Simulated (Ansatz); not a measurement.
# Cd (Im-3m) in Ansatz: settings compared, part 2 of 3

Ansatz 0.2.0. Earlier steps stand in the parts before.

## 3. Relaxation of cell and atoms, PBE

File input.yaml:

```yaml
crystal:
  lattice:
    - [-1.784322, 1.784322, 1.784322]
    - [1.784322, -1.784322, 1.784322]
    - [1.784322, 1.784322, -1.784322]
  atoms:
    - { symbol: Cd, position: [0.0, 0.0, 0.0] }
hamiltonian:
  xc: pbe
  pseudopotentials: { kind: paw }
kpoints:
  mp_grid: { grid: [10, 10, 10] }
scf:
  occupations: { method: fermi_dirac, width: 0.05 }
output:
  forces: true
  stress: true
  eigenvalues: true
  write_density: true
  write_potential: true
  elf: true
  volumetric_format: npy
relax:
  f_tol: 0.01
  max_steps: 40
  cell: { stress_tol: 0.05 }
```

Potentials or basis: Ansatz PAW.

Command:

```bash
$ ansatz run input.yaml --threads 2 --pin off --max-ram 5632MiB --backend cpu --events-out ev --progress --plain --runs-dir out
```

Standard output:

```text
Warning: RAYON_NUM_THREADS=2 ignored (pool sized by the plan → 2); use --threads N
Engine: ansatz 0.2.0, x86_64-unknown-linux-gnu
Pseudopotentials: kind: paw
Pseudopotential: Cd, paw, valence charge 20, recommended cutoff 420 eV (normal), Cd.paw.azcp
Functional definition: PBE
  parameter kappa = 0.804
  parameter beta = 0.06672455060314922
  exchange = pbe_x(kappa = kappa, mu = beta*pi^2/3)
  correlation = pbe_c(beta = beta)
Crystal: 1 atoms, lattice volume = 22.724 Å³
Basis set: ecut = 420 eV, 429 PW (Γ), exchange–correlation on 48×48×48 points (8 copies of the dense FFT grid, shifted against one another)
Bands: 14, of which v1, the nominal top of the filled ones, is band 10 counted from 1 (9 counted from 0)
Symmetry: 48 space group operations
Space group: Im-3m (ITA 229), of the structure as read, at distance tolerance 2.8e-5 Å
k-points: 47 of 1000
Non-local potential: Cd, projectors of the file, l = 0: 3, l = 1: 2, l = 2: 2, l = 3: 1
PAW form: soft (Blöchl's): semilocal exchange-correlation on the pseudo side does not see the compensation charge
PAW one-centre angular grid: Cd, 590 points (default); XC on 64 Gauss nodes
Initial density: superposition of atomic densities (neutral atoms: chi_scale 0, normalization atom), corrected by the library's trained network
Initial wavefunctions: pseudopotential atomic-orbital guess
Functional: x = pbe(κ = 0.804, μ = 0.2195149727645171), c = pbe(β = 0.06672455060314922)
SCF iter   1: F=—  HF=-8254.399426 eV  |F-HF|=—  |Δ(HF+E_count)|=         —  Δρ=6.29e-4  dr2=7.92e-5  ethr=1.77e-3  ⟨swp⟩=5.5  Hψ=3385  notcnv=0
preconditioner: auto → Kerker (q_TF=auto, 2.671 Å⁻¹)  [metal: Δε(μ)=0.080 eV  Ē_g=16.292 eV  σ=0.050 eV  W_gap=0.34  n_scr=12 (ndim 8)  ℏωp=27.0 eV  f_vac=0.000  D(μ)=0.79/eV (n_scr^D=12)]
SCF iter   2: F=—  HF=-8254.399578 eV  |F-HF|=—  |Δ(HF+E_count)|=   1.51e-4  Δρ=3.75e-4  dr2=2.80e-5  ethr=3.96e-7  ⟨swp⟩=2.4  Hψ=1388  notcnv=0
SCF iter   3: F=—  HF=-8254.399586 eV  |F-HF|=—  |Δ(HF+E_count)|=   8.23e-6  Δρ=8.10e-5  dr2=1.10e-6  ethr=1.40e-7  ⟨swp⟩=2.0  Hψ=873  notcnv=0
iter 4 did not close the SCF: its close was put off for the readings that it lacked (scf_convergence_deferred on its scf_iter line)
SCF iter   4: F=-8254.399587 eV  HF=-8254.399586 eV  |F-HF|=2.93e-8  |Δ(HF+E_count)|=   4.41e-7  Δρ=1.75e-5  dr2=3.67e-8  ethr=5.52e-9  ⟨swp⟩=2.0  Hψ=840  notcnv=0
iter 5 did not close the SCF: its close was put off for the readings that it lacked (scf_convergence_deferred on its scf_iter line)
SCF iter   5: F=-8254.399587 eV  HF=-8254.399587 eV  |F-HF|=8.06e-10  |Δ(HF+E_count)|=   3.08e-8  Δρ=2.82e-6  dr2=1.41e-9  ethr=1.83e-10  ⟨swp⟩=2.6  Hψ=1060  notcnv=0
SCF iter   6: F=-8254.399587 eV  HF=-8254.399587 eV  |F-HF|=4.18e-11  |Δ(HF+E_count)|=  9.62e-10  Δρ=6.74e-7  dr2=7.07e-11  ethr=7.03e-12  ⟨swp⟩=3.5  Hψ=2789  notcnv=0
SCF 1 converged in 6 iterations: F = -8254.399587 eV  dr2 = 7.07e-11
[... 35 lines left out ...]
basis re-selected at this cell: Δ(F+E_penalty+E_count) = -2.584e-4 eV, ΔP = -0.006 GPa vs the last step (what re-selecting the basis moved, of the pressure what is left beyond the Pulay correction that the steps carried, after the strain that the cell walked since its last selection, with what the two solves' SCF thresholds leave and, on support functions, any second-order correction that the steps lacked; it is no measure of the basis error at this ecutwfc). This SCF's stress stands 8.36e-3 GPa from its target on what of the cell is left free (relax.cell.stress_tol is 5.00e-2 GPa) and its largest allowed force component is 0.00e0 eV/Å (relax.f_tol is 1.00e-2 eV/Å): within both
SCF converged after 6 iterations
Free energy (F): -8254.402139 eV
Harris-Foulkes:  -8254.402139 eV  (|F-HF|=0.00e0)
Internal energy: -8254.396555 eV  (E = F + TS)
E sigma→0 (E₀):  -8254.399347 eV
Entropy (-TS):   -0.005584 eV (-5.584 meV/atom)
Fermi energy:    13.325925 eV
--- Per-component energies (eV) ---
  E_band       = -420.083516
  E_kinetic    = 504.684899
  E_local      = -3055.063717  (includes V_loc(G=0)·N_el)
  E_nonlocal   = 32.161574
  E_hartree    = 1429.400891
  E_xc         = -176.863471
  E_vxc        = -221.793662  (∫ρ·V_xc dr)
  E_paw        = -4082.344281  (= ΣΔE_a)
  E_vpaw       = -538.874374  (= ΣTr[D̂ρ^β])
  E_aug_tail   = 0.000014  (compensation charges beyond the density's cutoff)
  E_ewald      = -2906.372462
  E_smearing   = -0.005584  (= −TS)
  E_closure    = 0.000000  (closes the sum)
  Σ components = -8254.402139   (vs F -8254.402139, Δ=0.00e0)
--- Forces (eV/Å), atoms counted from 1 ---
  atom   1  Cd     0.00000000    -0.00000000     0.00000000
  max |Σ_I F_I| component: 8.55e-31 eV/Å
--- Stress (GPa, compression-positive) ---
        0.008355      -0.000000      -0.000000
        0.000000       0.008355      -0.000000
       -0.000000      -0.000000       0.008355
  P = ⅓ Tr σ = 0.0084 GPa (0.084 kbar)
--- Band table (eV; the first three rows and the last of 47) ---
  k-point 0: bands = ["-89.6981", "-50.7363", "-50.7363", "-50.7363", "4.1236", "4.1236", "4.1236", "4.6864", "4.6864", "4.8789", "27.7454", "27.7454", "27.7454", "28.5504"]
  k-point 1: bands = ["-89.6979", "-50.7389", "-50.7373", "-50.7363", "4.0961", "4.1289", "4.2054", "4.6560", "4.6874", "5.1452", "25.4677", "26.9528", "27.2743", "27.5043"]
  k-point 2: bands = ["-89.6974", "-50.7455", "-50.7399", "-50.7361", "4.0250", "4.0847", "4.4270", "4.6078", "4.6909", "5.9763", "21.6540", "25.2668", "25.2993", "27.0489"]
  k-point 46: bands = ["-89.6944", "-50.7578", "-50.7578", "-50.7578", "3.7088", "3.7088", "4.9735", "4.9735", "4.9735", "16.5397", "16.5397", "16.5397", "18.3931", "20.9668"]
--- Relaxed structure (3 steps of the walk, 3 accepted, 1 SCFs on fresh bases) ---
  F+E_penalty+E_count = -8254.40213912 eV   max|allowed force component| = 0.000e0 eV/Å   (the final SCF, on the basis selected at the relaxed cell)
  cell:  # Å, volume = 23.4472 Å³
    - [-1.803061106722496, 1.803061106722496, 1.803061106722496]
    - [1.803061106722496, -1.803061106722496, 1.803061106722496]
    - [1.803061106722496, 1.803061106722496, -1.803061106722496]
  atoms:
    - { symbol: Cd, position: [0.0, 0.0, 0.0] }
```

v_z.tsv:

```text
# z_ang	v_es[eV]	v_tot[eV]
# format = ansatz-planar-average/11
# xc	pbe
# density_cutoff_ev	1680
# datasets	Cd=:simpson_from_first_knot:soft
# lattice	-1.803061107	1.803061107	1.803061107
# lattice	1.803061107	-1.803061107	1.803061107
# lattice	1.803061107	1.803061107	-1.803061107
# sites	1
# site	48	0.000000000	0.000000000	0.000000000
0.000000	4.369413e0	-8.689063e0
0.130125	4.529239e0	-8.427985e0
0.260249	4.987832e0	-7.677539e0
0.390374	5.695541e0	-6.520445e0
0.520499	6.600535e0	-5.053599e0
0.650624	7.667806e0	-3.355147e0
0.780748	8.872633e0	-1.485083e0
0.910873	1.017256e1	4.750799e-1
1.040998	1.147289e1	2.376419e0
1.171123	1.261809e1	4.008473e0
1.301247	1.344187e1	5.175846e0
1.431372	1.388240e1	5.816473e0
1.561497	1.401217e1	6.011692e0
1.691621	1.388240e1	5.816473e0
1.821746	1.344187e1	5.175846e0
1.951871	1.261809e1	4.008473e0
2.081996	1.147289e1	2.376419e0
2.212120	1.017256e1	4.750799e-1
2.342245	8.872633e0	-1.485083e0
2.472370	7.667806e0	-3.355147e0
2.602495	6.600535e0	-5.053599e0
2.732619	5.695541e0	-6.520445e0
2.862744	4.987832e0	-7.677539e0
2.992869	4.529239e0	-8.427985e0
```

It took 3.6 s on 2 threads of Intel Xeon Platinum 8259CL at 2.50GHz (Skylake/Cascade Lake), shared host; peak memory 0.35 GiB.

Results:

* Free energy: -8254.4021 eV
* Relaxed volume: 23.45 Å³/atom
* Relaxed cell: a = 3.123 Å, b = 3.123 Å, c = 3.123 Å, α = 109.47°, β = 109.47°, γ = 109.47°
* Space group after relaxing (to 0.05 Å): Im-3m (No. 229)
* Energy gained by relaxing: 2.6 meV/atom
* Ionic steps: 4
* Pressure after relaxing: 0.0 GPa
* Band gap on the k mesh: none (metal or under the smearing width)

The path:
```tsv
step	energy change (eV)	largest force (eV/Å)	volume (Å³)
1	0.0000	0.0000	22.72
2	-0.0022	0.0000	23.27
3	-0.0023	0.0000	23.45
4	-0.0026	0.0000	23.45
```

Final structure:
```
Cd
1.0
    -1.80306    1.80306    1.80306
     1.80306   -1.80306    1.80306
     1.80306    1.80306   -1.80306
Cd
1
Direct
  0.00000 0.00000 0.00000
```

Caveat: the plane-wave basis is chosen anew once the cell has moved, so the energies of steps on either side of that aren't comparable.

## 4. Relaxation of cell and atoms, PBEsol

input.yaml: that of step 3 with these lines changed.

```diff
@@ -8,3 +8,3 @@
 hamiltonian:
-  xc: pbe
+  xc: pbesol
   pseudopotentials: { kind: paw }
@@ -18,6 +18,2 @@
   eigenvalues: true
-  write_density: true
-  write_potential: true
-  elf: true
-  volumetric_format: npy
 relax:
```

Command:

```bash
$ ansatz run input.yaml --threads 2 --pin off --max-ram 5632MiB --backend cpu --events-out ev --progress --plain --runs-dir out
```

Wall time 4.4 s (2 threads of Intel Xeon Platinum 8259CL at 2.50GHz (Skylake/Cascade Lake), shared host); peak memory 0.35 GiB.

Results (log left out):

| Item | Value |
| --- | --- |
| Free energy | -8183.9927 eV |
| Relaxed volume | 21.25 Å³/atom |
| Relaxed cell | a = 3.022 Å, b = 3.022 Å, c = 3.022 Å, α = 109.47°, β = 109.47°, γ = 109.47° |
| Space group after relaxing (to 0.05 Å) | Im-3m (No. 229) |
| Energy gained by relaxing | 14.1 meV/atom |
| Ionic steps | 5 |
| Pressure after relaxing | 0.0 GPa |
| Band gap on the k mesh | none (metal or under the smearing width) |

Step by step:
```csv
step,energy change (eV),largest force (eV/Å),volume (Å³)
1,0.0000,0.0000,22.72
2,-0.0141,0.0000,21.45
3,-0.0145,0.0000,21.19
4,-0.0145,0.0000,21.25
5,-0.0141,0.0000,21.25
```

Final structure:
```cif
data_structure
_symmetry_space_group_name_H-M 'P 1'
_symmetry_Int_Tables_number 1
_cell_length_a 3.0222
_cell_length_b 3.0222
_cell_length_c 3.0222
_cell_angle_alpha 109.471
_cell_angle_beta 109.471
_cell_angle_gamma 109.471
_cell_volume 21.25
loop_
_atom_site_label
_atom_site_type_symbol
_atom_site_fract_x
_atom_site_fract_y
_atom_site_fract_z
_atom_site_occupancy
Cd1 Cd 0.00000 0.00000 0.00000 1
```

Levels at points of the mesh, in eV from the Fermi level:
```
              k point  band 7  band 8  band 9  band 10  band 11  band 12  band 13  band 14
   (0.00, 0.00, 0.00)   -9.46   -9.25   -8.76    -8.76    14.67    14.67    14.67    16.54
  (0.00, 0.00, -0.50)   -8.80   -8.73   -8.29    -2.44    -1.02     9.27     9.71    13.77
(-0.50, -0.50, -0.50)   -8.41   -8.41   -8.41     3.22     3.22     3.22     5.93     8.04
```

Caveat: the plane-wave basis is chosen anew once the cell has moved, so the energies of steps on either side of that aren't comparable; the PAW data sets come from PBE, with cores solved anew for the run's functional, which leaves a small shift of forces and pressure.

## 5. Relaxation of cell and atoms, RPBE

input.yaml: that of step 4 with these lines changed.

```diff
@@ -8,3 +8,3 @@
 hamiltonian:
-  xc: pbesol
+  xc: rpbe
   pseudopotentials: { kind: paw }
```

Potentials or basis: Ansatz PAW.

Command:

```bash
$ ansatz run input.yaml --threads 2 --pin off --max-ram 5632MiB --backend cpu --events-out ev --progress --plain --runs-dir out
```

Standard output:

```text
Warning: RAYON_NUM_THREADS=2 ignored (pool sized by the plan → 2); use --threads N
Engine: ansatz 0.2.0, x86_64-unknown-linux-gnu
Pseudopotentials: kind: paw
Pseudopotential: Cd, paw, valence charge 20, recommended cutoff 420 eV (normal), Cd.paw.azcp
Functional definition: RPBE
  parameter kappa = 0.804
  parameter beta = 0.06672455060314922
  exchange = rpbe_x(kappa = kappa, mu = beta*pi^2/3)
  correlation = pbe_c(beta = beta)
Crystal: 1 atoms, lattice volume = 22.724 Å³
Basis set: ecut = 420 eV, 429 PW (Γ), exchange–correlation on 48×48×48 points (8 copies of the dense FFT grid, shifted against one another)
Bands: 14, of which v1, the nominal top of the filled ones, is band 10 counted from 1 (9 counted from 0)
Symmetry: 48 space group operations
Space group: Im-3m (ITA 229), of the structure as read, at distance tolerance 2.8e-5 Å
k-points: 47 of 1000
Non-local potential: Cd, projectors of the file, l = 0: 3, l = 1: 2, l = 2: 2, l = 3: 1
PAW form: soft (Blöchl's): semilocal exchange-correlation on the pseudo side does not see the compensation charge
PAW frozen core: Cd, regenerated for the run's functional, and the local potential with it (the file was generated under x = pbe(κ = 0.804, μ = 0.2195149727645171), c = pbe(β = 0.06672455060314922))
PAW one-centre angular grid: Cd, 590 points (default); XC on 64 Gauss nodes
Initial density: superposition of atomic densities (neutral atoms: chi_scale 0, normalization atom), corrected by the library's trained network
Initial wavefunctions: pseudopotential atomic-orbital guess
Functional: x = rpbe, c = pbe(β = 0.06672455060314922)
SCF iter   1: F=—  HF=-8262.628536 eV  |F-HF|=—  |Δ(HF+E_count)|=         —  Δρ=4.14e-3  dr2=3.13e-3  ethr=1.77e-3  ⟨swp⟩=5.5  Hψ=3385  notcnv=0
preconditioner: auto → Kerker (q_TF=auto, 2.671 Å⁻¹)  [metal: Δε(μ)=0.020 eV  Ē_g=16.378 eV  σ=0.050 eV  W_gap=0.10  n_scr=12 (ndim 8)  ℏωp=27.0 eV  f_vac=0.000  D(μ)=0.80/eV (n_scr^D=12)]
SCF iter   2: F=—  HF=-8262.627721 eV  |F-HF|=—  |Δ(HF+E_count)|=   8.15e-4  Δρ=1.36e-3  dr2=3.58e-4  ethr=1.56e-5  ⟨swp⟩=2.6  Hψ=1401  notcnv=0  defer=1
SCF iter   3: F=—  HF=-8262.627647 eV  |F-HF|=—  |Δ(HF+E_count)|=   7.39e-5  Δρ=4.36e-4  dr2=2.06e-5  ethr=1.79e-6  ⟨swp⟩=2.2  Hψ=910  notcnv=0  defer=1
SCF iter   4: F=—  HF=-8262.627672 eV  |F-HF|=—  |Δ(HF+E_count)|=   2.51e-5  Δρ=5.05e-5  dr2=2.87e-7  ethr=1.03e-7  ⟨swp⟩=2.6  Hψ=1036  notcnv=0  defer=1
iter 5 did not close the SCF: its close was put off for the readings that it lacked (scf_convergence_deferred on its scf_iter line)
SCF iter   5: F=-8262.627672 eV  HF=-8262.627672 eV  |F-HF|=1.60e-8  |Δ(HF+E_count)|=   3.06e-7  Δρ=9.40e-6  dr2=1.29e-8  ethr=1.44e-9  ⟨swp⟩=2.7  Hψ=939  notcnv=0  defer=1
SCF iter   6: F=-8262.627672 eV  HF=-8262.627672 eV  |F-HF|=2.33e-10  |Δ(HF+E_count)|=   1.72e-8  Δρ=2.74e-6  dr2=9.34e-10  ethr=6.43e-11  ⟨swp⟩=2.1  Hψ=2035  notcnv=0
[... 46 lines left out ...]
basis re-selected at this cell: Δ(F+E_penalty+E_count) = -7.176e-4 eV, ΔP = -0.022 GPa vs the last step (what re-selecting the basis moved, of the pressure what is left beyond the Pulay correction that the steps carried, after the strain that the cell walked since its last selection, with what the two solves' SCF thresholds leave and, on support functions, any second-order correction that the steps lacked; it is no measure of the basis error at this ecutwfc). This SCF's stress stands 1.38e-2 GPa from its target on what of the cell is left free (relax.cell.stress_tol is 5.00e-2 GPa) and its largest allowed force component is 0.00e0 eV/Å (relax.f_tol is 1.00e-2 eV/Å): within both
SCF converged after 5 iterations
Free energy (F): -8262.651888 eV
Harris-Foulkes:  -8262.651888 eV  (|F-HF|=1.46e-11)
Internal energy: -8262.647250 eV  (E = F + TS)
E sigma→0 (E₀):  -8262.649569 eV
Entropy (-TS):   -0.004638 eV (-4.638 meV/atom)
Fermi energy:    12.275228 eV
--- Per-component energies (eV) ---
  E_band       = -439.056495
  E_kinetic    = 504.264092
  E_local      = -3168.665248  (includes V_loc(G=0)·N_el)
  E_nonlocal   = 31.176201
  E_hartree    = 1477.212327
  E_xc         = -176.826478
  E_vxc        = -221.239483  (∫ρ·V_xc dr)
  E_paw        = -4090.769033  (= ΣΔE_a)
  E_vpaw       = -539.016737  (= ΣTr[D̂ρ^β])
  E_aug_tail   = 0.000013  (compensation charges beyond the density's cutoff)
  E_ewald      = -2838.926945
  E_core_change = -0.112180  (= ΣΔE_core)
  E_smearing   = -0.004638  (= −TS)
  E_closure    = 0.000000  (closes the sum)
  Σ components = -8262.651888   (vs F -8262.651888, Δ=0.00e0)
--- Forces (eV/Å), atoms counted from 1 ---
  atom   1  Cd    -0.00000000     0.00000000    -0.00000000
  max |Σ_I F_I| component: 1.10e-32 eV/Å
--- Stress (GPa, compression-positive) ---
       -0.013839      -0.000000       0.000000
       -0.000000      -0.013839      -0.000000
       -0.000000       0.000000      -0.013839
  P = ⅓ Tr σ = -0.0138 GPa (-0.138 kbar)
--- Band table (eV; the first three rows and the last of 47) ---
  k-point 0: bands = ["-90.6687", "-51.7133", "-51.7133", "-51.7133", "3.2072", "3.2072", "3.2072", "3.6886", "3.6886", "4.3395", "26.4300", "26.4300", "26.4300", "26.6757"]
  k-point 1: bands = ["-90.6686", "-51.7151", "-51.7140", "-51.7133", "3.1842", "3.2145", "3.2778", "3.6645", "3.6894", "4.5879", "23.9223", "25.4332", "25.4958", "26.1206"]
  k-point 2: bands = ["-90.6683", "-51.7199", "-51.7159", "-51.7132", "3.1245", "3.1881", "3.4681", "3.6231", "3.6920", "5.3623", "20.2292", "23.6574", "23.8197", "25.5677"]
  k-point 46: bands = ["-90.6662", "-51.7288", "-51.7288", "-51.7288", "2.8678", "2.8678", "3.9336", "3.9336", "3.9336", "15.4698", "15.4698", "15.4698", "16.8088", "19.5951"]
--- Relaxed structure (4 steps of the walk, 4 accepted, 1 SCFs on fresh bases) ---
  F+E_penalty+E_count = -8262.65188847 eV   max|allowed force component| = 0.000e0 eV/Å   (the final SCF, on the basis selected at the relaxed cell)
  cell:  # Å, volume = 25.1584 Å³
    - [-1.845897146983323, 1.845897146983323, 1.845897146983323]
    - [1.845897146983323, -1.845897146983323, 1.845897146983323]
    - [1.845897146983323, 1.845897146983323, -1.845897146983323]
  atoms:
    - { symbol: Cd, position: [0.0, 0.0, 0.0] }
```

It took 4 s on 2 threads of Intel Xeon Platinum 8259CL at 2.50GHz (Skylake/Cascade Lake), shared host; peak memory 0.36 GiB.

Results:

```yaml
Free_energy: -8262.6519 eV
Relaxed_volume: 25.16 Å³/atom
Relaxed_cell: a = 3.197 Å, b = 3.197 Å, c = 3.197 Å, α = 109.47°, β = 109.47°, γ = 109.47°
Space_group_after_relaxing_to_0.05_Å: Im-3m (No. 229)
Energy_gained_by_relaxing: 24.2 meV/atom
Ionic_steps: 5
Pressure_after_relaxing: 0.0 GPa
Band_gap_on_the_k_mesh: none (metal or under the smearing width)
```

The path:
| step | energy change (eV) | largest force (eV/Å) | volume (Å³) |
| --- | --- | --- | --- |
| 1 | 0.0000 | 0.0000 | 22.72 |
| 2 | -0.0217 | 0.0000 | 24.41 |
| 3 | -0.0235 | 0.0000 | 25.04 |
| 4 | -0.0235 | 0.0000 | 25.16 |
| 5 | -0.0242 | 0.0000 | 25.16 |

Final structure:
```
CELL_PARAMETERS angstrom
-1.84590 1.84590 1.84590
1.84590 -1.84590 1.84590
1.84590 1.84590 -1.84590
ATOMIC_POSITIONS crystal
Cd 0.00000 0.00000 0.00000
```

Levels at points of the mesh, in eV from the Fermi level:
```
              k point  band 8  band 9  band 10  band 11  band 12  band 13
   (0.00, 0.00, 0.00)   -8.59   -8.59    -7.94    14.15    14.15    14.15
  (0.00, 0.00, -0.50)   -8.57   -8.26    -1.73    -1.21     8.40     9.19
(-0.50, -0.50, -0.50)   -8.34   -8.34     3.19     3.19     3.19     4.53
```

Caveat: the plane-wave basis is chosen anew once the cell has moved, so the energies of steps on either side of that aren't comparable; the PAW data sets come from PBE, with cores solved anew for the run's functional, which leaves a small shift of forces and pressure.

(Continued in part 3 of 3.)
